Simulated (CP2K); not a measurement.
# Hf (P-1) in CP2K: further runs, part 2 of 2

CP2K 2026.2. Earlier steps stand in the parts before.

### 4 Single point, PBE (cell strained at random at fixed volume)

hf_scf.inp reads:

```
&GLOBAL
  PROJECT hf_scf
  RUN_TYPE ENERGY_FORCE
  PRINT_LEVEL LOW
&END GLOBAL
&FORCE_EVAL
  METHOD QS
  STRESS_TENSOR ANALYTICAL
  &DFT
    BASIS_SET_FILE_NAME BASIS_MOLOPT_UZH
    POTENTIAL_FILE_NAME POTENTIAL_UZH
    &MGRID
      CUTOFF 500
      REL_CUTOFF 60
      NGRIDS 4
    &END MGRID
    &QS
      METHOD GAPW_XC
      EPS_DEFAULT 1.0E-9
    &END QS
    &KPOINTS
      SCHEME MONKHORST-PACK 9 9 9
      GAMMA_CENTERED T
      SYMMETRY T
      SYMMETRY_BACKEND SPGLIB
    &END KPOINTS
    &SCF
      SCF_GUESS ATOMIC
      EPS_SCF 1.0E-6
      MAX_SCF 100
      ADDED_MOS 11
      CHOLESKY OFF
      EPS_EIGVAL 1.0E-7
      &DIAGONALIZATION ON
        ALGORITHM STANDARD
      &END DIAGONALIZATION
      &MIXING ON
        METHOD BROYDEN_MIXING
        ALPHA 0.4
        BETA 1.5
        NBUFFER 8
      &END MIXING
      &SMEAR ON
        METHOD FERMI_DIRAC
        ELECTRONIC_TEMPERATURE [K] 580.226
      &END SMEAR
    &END SCF
    &XC
      &XC_FUNCTIONAL PBE
      &END XC_FUNCTIONAL
    &END XC
    &PRINT
      &KPOINTS ON
      &END KPOINTS
      &MULLIKEN ON
      &END MULLIKEN
      &MO ON
        ENERGIES T
        OCCUPATION_NUMBERS T
        &EACH
          QS_SCF 0
        &END EACH
        ADD_LAST NUMERIC
      &END MO
    &END PRINT
  &END DFT
  &SUBSYS
    &CELL
      ABC 2.9107447951 2.9148187093 2.9162097538
      ALPHA_BETA_GAMMA 90.3209856965 90.8025706057 89.8546940804
      PERIODIC XYZ
    &END CELL
    &COORD
      SCALED
      Hf  0.4845220000 0.5023770000 0.4575850000
    &END COORD
    &KIND Hf
      BASIS_SET TZVP-MOLOPT-PBE-GTH-q12
      POTENTIAL GTH-PBE-q12
      LEBEDEV_GRID 110
      RADIAL_GRID 80
    &END KIND
    &PRINT
      &ATOMIC_COORDINATES ON
      &END ATOMIC_COORDINATES
      &CELL ON
      &END CELL
    &END PRINT
  &END SUBSYS
  &PRINT
    &FORCES ON
    &END FORCES
    &STRESS_TENSOR ON
    &END STRESS_TENSOR
  &END PRINT
&END FORCE_EVAL
```

Potentials or basis: POTENTIAL_UZH Hf GTH-PBE-q12; TZVP-MOLOPT-PBE-GTH basis.

Run with:

```
$ OMP_NUM_THREADS=1 cp2k.psmp -i hf_scf.inp -o hf_scf.out
```

hf_scf.out:

```text

 CP2K| version string:                                       CP2K version 2026.2
 CP2K| Input file name                                                hf_scf.inp

 GLOBAL| Force Environment number                                              1
 GLOBAL| Basis set file name                                    BASIS_MOLOPT_UZH
 GLOBAL| Potential file name                                       POTENTIAL_UZH
 GLOBAL| MM Potential file name                                     MM_POTENTIAL
 GLOBAL| Coordinate file name                                      __STD_INPUT__
 GLOBAL| Method name                                                        CP2K
 GLOBAL| Project name                                                     hf_scf
 GLOBAL| Run type                                                   ENERGY_FORCE
 GLOBAL| FFT library                                                       FFTW3
 GLOBAL| Diagonalization library                                       ScaLAPACK
 GLOBAL| Cholesky decomposition library                                ScaLAPACK
 GLOBAL| DGEMM library                                                      BLAS
 GLOBAL| Direct generalized diagonalization requested                          F
 GLOBAL| Matrix multiplication library                                 ScaLAPACK
 GLOBAL| Global print level                                                  LOW
 GLOBAL| Total number of message passing processes                             1
 GLOBAL| Number of threads for this process                                    1
 GLOBAL| CPU model name                                                  UNKNOWN

 CELL| Volume [angstrom^3]:                                            24.739089
 CELL| Vector a [angstrom]:       2.911     0.000     0.000   |a| =     2.910745
[... 199 lines left out ...]
 MO|      4              -0.802753             -21.844020               2.000000
 MO|      5               0.276437               7.522231               2.000000
 MO|      6               0.280888               7.643341               2.000000
[... 298 lines left out ...]
 MO|      6               0.282694               7.692498               2.000000
[... 9 lines left out ...]
 MO|     16               1.194577              32.506094               0.000000
 MO|     17               1.277897              34.773340               0.000000
 MO| Sum:                                                              12.000000
 MO| E(Fermi):            0.320662 a.u.          8.725650 eV

 [... the levels of further k-points ...]

 !-----------------------------------------------------------------------------!
                     Mulliken Population Analysis

 #  Atom  Element  Kind  Atomic population                           Net charge
       1     Hf       1         12.000000                             -0.000000
 # Total charge                             12.000000                 -0.000000

 !-----------------------------------------------------------------------------!

 ENERGY| Total FORCE_EVAL ( QS ) energy [hartree]            -49.249863752255322

 FORCES| Atomic forces [hartree/bohr]
 FORCES|   Atom     x               y               z               |f|
 FORCES|      1 -2.78472032E-05 -9.30308535E-05  4.48935120E-05   1.06984269E-04
 FORCES| Sum    -2.78472032E-05 -9.30308535E-05  4.48935120E-05
 FORCES| Total atomic force                                       1.06984269E-04

 STRESS| Analytical stress tensor [bar]
 STRESS|                        x                   y                   z
 STRESS|      x        5.18025363722E+03   1.35992397701E+03  -5.36979145999E+03
 STRESS|      y        1.35992397701E+03   3.72742107578E+03  -2.47097869317E+03
 STRESS|      z       -5.36979145999E+03  -2.47097869317E+03   2.94683205295E+03
 STRESS| 1/3 Trace                                             3.95150225532E+03
 STRESS| Determinant                                          -5.15690067017E+10

 STRESS| Eigenvectors and eigenvalues of the analytical stress tensor [bar]
 STRESS|                        1                   2                   3
 STRESS| Eigenvalues  -1.65596133921E+03   2.94843020280E+03   1.05620379024E+04
 STRESS|      x           0.576128374735     -0.417380255280      0.702758719851
 STRESS|      y           0.216260050459      0.906990853335      0.361385088988
 STRESS|      z           0.788230731703      0.056225567757     -0.612805841299
```

Run time: 3 min. Hardware: 1 thread of Arm Neoverse V2, shared host; peak memory 0.28 GiB.

What came out:

```yaml
Free_energy: -1340.1569 eV
Pressure: 0.4 GPa
Band_gap_on_the_k_mesh: none (metal or under the smearing width)
```

Caveat: the basis of atomic orbitals isn't converged, which shifts pressures, moduli and gaps. The run has no spin-orbit coupling, so splittings on Hf are missing.

### 5 Summary

```csv
quickstep method,CUTOFF of the grids,gap on the mesh (eV),pressure (GPa)
GPW,450 Ry,none,0.4
GAPW,500 Ry,none,0.4
GAPW_XC,500 Ry,none,0.4
```

Alike in all rows: task single point; level PBE; potentials or basis POTENTIAL_UZH Hf GTH-PBE-q12; TZVP-MOLOPT-PBE-GTH basis; no spin polarisation; cell strained at random at fixed volume; k mesh 9 × 9 × 9; smearing fermi-dirac 0.05 eV.

Caveats: the basis of atomic orbitals isn't converged, which shifts pressures, moduli and gaps.

Absolute energies hang on the potentials; compare differences alone.
